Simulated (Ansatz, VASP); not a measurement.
TiTe2: VASP beside Ansatz

```
Ti Te
1.0
     3.69710    0.00000    0.00000
    -1.84855    3.20178    0.00000
     0.00000    0.00000    6.44591
Ti Te
1 2
Direct
  0.00000 0.00000 0.00000
  0.66667 0.33333 0.73289
  0.33333 0.66667 0.26711
```

Alike in both runs: functional PBEsol; k mesh 12 × 12 × 8; occupations gaussian, width 0.1 eV; no spin polarisation.

Ansatz relaxed the structure, and its values are those at the end. VASP's run is a single point on that final structure, the one shown.

```csv
,VASP,Ansatz
version,VASP 6.6.1,Ansatz 0.2.0
potentials or method,"VASP PAW PBE potentials, release 64 (Ti_sv, Te)","scalar-relativistic, plane waves, PAW"
plane-wave cutoff (eV),520,420
valence electrons in the cell,24,44
```

|  | VASP | Ansatz | Ansatz less VASP |
| --- | --- | --- | --- |
| gap on the k mesh at the Fermi level (eV) | none | none | - |
| pressure (GPa) | 0.0 | 0.0 | -0.06 |
| rms of the force components (eV/Å) | 0.013 | 0.003 | -0.0093 |

A gap of «none» marks a metal or a gap that the smearing closes. With one functional, cell and mesh, what is left measures potentials, basis and numerics. The two sets of potentials don't hold the same shells in valence.

Caveats: the PAW data sets were made with another functional, which shifts forces and pressure a little (VASP); this functional lacks dispersion, which binds the layers, so the pressure and a relaxed spacing across them are unreliable. Spin-orbit coupling is left out, which matters for the levels of Te.
